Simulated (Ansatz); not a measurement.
**ZnS: which structure wins at one pressure**

Which of rocksalt, CsCl, zincblende, wurtzite, NiAs has the lowest enthalpy for ZnS at one common pressure? The runs shown use LAPW. Companion runs by PAW are cited.

Program: Ansatz 0.2.0. Level of theory: DFT, PBE, all-electron LAPW, scalar-relativistic. These are calculated values, not measurements.

**1. Starting point**

It takes space group Fm-3m (No. 225, cubic). Conventional cell: a = 4.982 Å, b = 4.982 Å, c = 4.982 Å, α = 90.00°, β = 90.00°, γ = 90.00°. Around Zn (site symmetry m-3m) lie 6 S at 2.49 Å. S (site symmetry m-3m) has 6 Zn at 2.49 Å as nearest neighbours.

Coordinates:

```xyz
2
Lattice="0.0000 2.4908 2.4908 2.4908 0.0000 2.4908 2.4908 2.4908 0.0000" Properties=species:S:1:pos:R:3 pbc="T T T"
Zn    0.0000    0.0000    0.0000
S     2.4908    2.4908    2.4908
```

Atoms are numbered in the order of the input: Zn1, S2.

**2. Rocksalt relaxed under pressure, LAPW**

Contents of input.yaml:

```yaml
crystal:
  lattice:
    - [0.0, 2.4907843775, 2.4907843775]
    - [2.4907843775, 0.0, 2.4907843775]
    - [2.4907843775, 2.4907843775, 0.0]
  atoms:
    - { symbol: Zn, position: [0.0, 0.0, 0.0] }
    - { symbol: S, position: [0.5, 0.5, 0.5] }
kpoints:
  mp_grid: { grid: [15, 15, 15] }
scf:
  occupations: { method: fermi_dirac, width: 0.08 }
hamiltonian:
  xc: pbe
  pseudopotentials: { kind: all_electron, lapw: { basis_error: 0.0005 } }
output:
  forces: true
  stress: true
  eigenvalues: true
relax:
  f_tol: 0.005
  max_steps: 12
  cell: { p_target: 7.4, stress_tol: 0.03 }
```

Run with:

```bash
ansatz run input.yaml --threads 1 --pin off --max-ram 3584MiB --backend cpu --events-out ev --progress --plain --runs-dir out
```

After this run come: CsCl relaxed under pressure, LAPW; Zincblende relaxed under pressure, LAPW; Wurtzite at the cell that PAW relaxed, LAPW; NiAs at the cell that PAW relaxed, LAPW.

**Question.** What will these runs give? Wanted: pressure; lowest (for each run or level that gives them).

The runs gave:

```
     quantity                                    value
     pressure                                  7.4 GPa
lowest (LAPW)  zincblende, 3.6 meV/atom under wurtzite
 lowest (PAW)  zincblende, 3.6 meV/atom under wurtzite
```

What this shows: By LAPW the order is zincblende < wurtzite < rocksalt < NiAs < CsCl. By PAW the order is zincblende < wurtzite < rocksalt < NiAs < CsCl. The methods agree on the lowest phase. Only these structures were tried, with electrons smeared by 0.08 eV and without vibrations, so the true ground state may be another. The k meshes differ between phases and weren't tested, which can move differences by some meV.
